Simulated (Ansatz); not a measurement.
# CdHg5Te6: the cost of one run

Computed with Ansatz 0.2.0 (DFT PBE, scalar-relativistic, plane waves, PAW, unless a step's input says otherwise).

**1. Starting point**

It takes space group P-3m1 (No. 164, trigonal). The conventional cell has a = 4.421 Å, b = 4.421 Å, c = 21.658 Å, α = 90.00°, β = 90.00°, γ = 120.00°. Cd (site symmetry -3m) is surrounded by 6 Te at 3.13 Å. Around Hg (site symmetry 3m) lie 6 Te at 3.13 Å. Hg (site symmetry -3m) is surrounded by 6 Te at 3.13 Å. Te (site symmetry 3m) is surrounded by 6 Hg at 3.13 Å. Te (site symmetry 3m) is surrounded by 3 Cd at 3.13 Å and 3 Hg at 3.13 Å.

Structure file:

```cif
data_structure
_symmetry_space_group_name_H-M 'P-3m1'
_symmetry_Int_Tables_number 164
_cell_length_a 4.4209
_cell_length_b 4.4209
_cell_length_c 21.6580
_cell_angle_alpha 90.000
_cell_angle_beta 90.000
_cell_angle_gamma 120.000
_cell_volume 366.58
loop_
_atom_site_label
_atom_site_type_symbol
_atom_site_symmetry_multiplicity
_atom_site_Wyckoff_symbol
_atom_site_fract_x
_atom_site_fract_y
_atom_site_fract_z
_atom_site_occupancy
Cd1 Cd 1 a 0.00000 0.00000 0.00000 1
Hg1 Hg 2 d 0.66667 0.33333 0.66667 1
Hg2 Hg 1 b 0.00000 0.00000 0.50000 1
Hg3 Hg 2 d 0.66667 0.33333 0.16667 1
Te1 Te 2 d 0.33333 0.66667 0.58333 1
Te2 Te 2 c 0.00000 0.00000 0.25000 1
Te3 Te 2 d 0.33333 0.66667 0.08333 1
```

The start is an ordering of an alloy on its end members' structure types: elements ordered on the sites of the HgTe type, Cd/Hg on Hg (P-3m1, No. 164).

**2. Probe: one point on a coarse mesh**

Contents of input.yaml:

```yaml
crystal:
  lattice:
    - [4.4209114, 0.0, 0.0]
    - [-2.2104557, 3.82862158, 0.0]
    - [0.0, 0.0, 21.65795426]
  atoms:
    - { symbol: Cd, position: [0.0, 0.0, 0.0] }
    - { symbol: Hg, position: [0.66666667, 0.33333333, 0.66666667] }
    - { symbol: Hg, position: [0.0, 0.0, 0.5] }
    - { symbol: Hg, position: [0.33333333, 0.66666667, 0.33333333] }
    - { symbol: Hg, position: [0.66666667, 0.33333333, 0.16666667] }
    - { symbol: Hg, position: [0.33333333, 0.66666667, 0.83333333] }
    - { symbol: Te, position: [0.33333333, 0.66666667, 0.58333333] }
    - { symbol: Te, position: [0.66666667, 0.33333333, 0.41666667] }
    - { symbol: Te, position: [0.0, 0.0, 0.25] }
    - { symbol: Te, position: [0.33333333, 0.66666667, 0.08333333] }
    - { symbol: Te, position: [0.66666667, 0.33333333, 0.91666667] }
    - { symbol: Te, position: [0.0, 0.0, 0.75] }
basis:
  ecutwfc: 420
kpoints:
  mp_grid: { grid: [6, 6, 1] }
hamiltonian:
  xc: pbe
scf:
  occupations: { method: gaussian, width: 0.1 }
  lower_state_search: "off"
output:
  forces: true
  stress: true
  eigenvalues: true
```

On the command line:

```sh
$ ansatz run input.yaml --threads 1 --pin off --max-ram 2560MiB --backend cpu --events-out ev --progress --plain --runs-dir out
```

What time and memory should one allow on 1 thread of Arm Neoverse V1, shared host?

About 21 s, with a peak of 0.76 GiB.
